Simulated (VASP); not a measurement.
# Settings for Cu: energy along a vibration (SMASS = -2)

Cu, Fm-3m (no. 225), atoms displaced along the mode, 2 atoms in the cell. R2SCAN, energy along a line of displacements; PAW potentials Cu (PBE set). VASP 6.6.1.

Wanted: harmonic frequency within 1 %.

Space group without the displacement: Fm-3m (no. 225); Mode: transverse mode at X; Step along the mode (Å): 0.02.

POSCAR:
```
Cu
1.0
    1.8075000000      1.8075000000      0.0000000000
   -1.8075000000      1.8075000000      0.0000000000
    0.0000000000      0.0000000000      3.6150000000
Cu
2
Direct
   -0.0110650069      0.0110650069      0.0000000000
    0.5110650069      0.4889349931      0.5000000000

    0.0100000000   0.0000000000   0.0000000000
   -0.0100000000   0.0000000000   0.0000000000
```

## k mesh

| k mesh | Harmonic frequency (THz) | Time (s) |
|---|---|---|
| 3 × 3 × 2 | 5.827 | 62 |
| 5 × 5 × 3 | 5.413 | 119 |
| 6 × 6 × 4 | 5.447 | 196 |
| 8 × 8 × 5 | 5.524 | 401 |
| 9 × 9 × 7 | 5.455 | 730 |
| 12 × 12 × 8 (reference) | 5.564 | 1644 |
| 15 × 15 × 11 | ran out of time | 2406 |

Chosen: 12 × 12 × 8; the next looser run is off by more than half of the tolerance, so convergence isn't shown beyond this value.

The chosen settings are those of the reference run.

## The input

INCAR:
```
METAGGA = R2SCAN
LMIXTAU = T
PREC = Accurate
ENCUT = 390
EDIFF = 1E-7
ALGO = Normal
LREAL = F
LASPH = T
ISMEAR = 1
SIGMA = 0.15
ISYM = 0
LWAVE = F
LCHARG = F
IBRION = 0
SMASS = -2
POTIM = 1
NSW = 9
NELMIN = 4
IWAVPR = 11
KPAR = 2
```

KPOINTS:
```
Automatic mesh
0
Gamma
  12 12 8
  0 0 0
```

Commands:
```
cat potpaw_PBE.64/Cu/POTCAR > POTCAR
mpirun -np 2 vasp_std > vasp.out
```

The chosen input took VASP 6.6.1 1644 s on 2 cores (AMD EPYC 7R43 (Zen 3)), a shared host.

## An input that fails: POTIM multiplies the typed steps tenfold

It runs to its end, but against the unchanged starting input it is off by 1088 % in the harmonic frequency.

Changes against the starting input:
```
- POTIM = 1
+ POTIM = 10
```
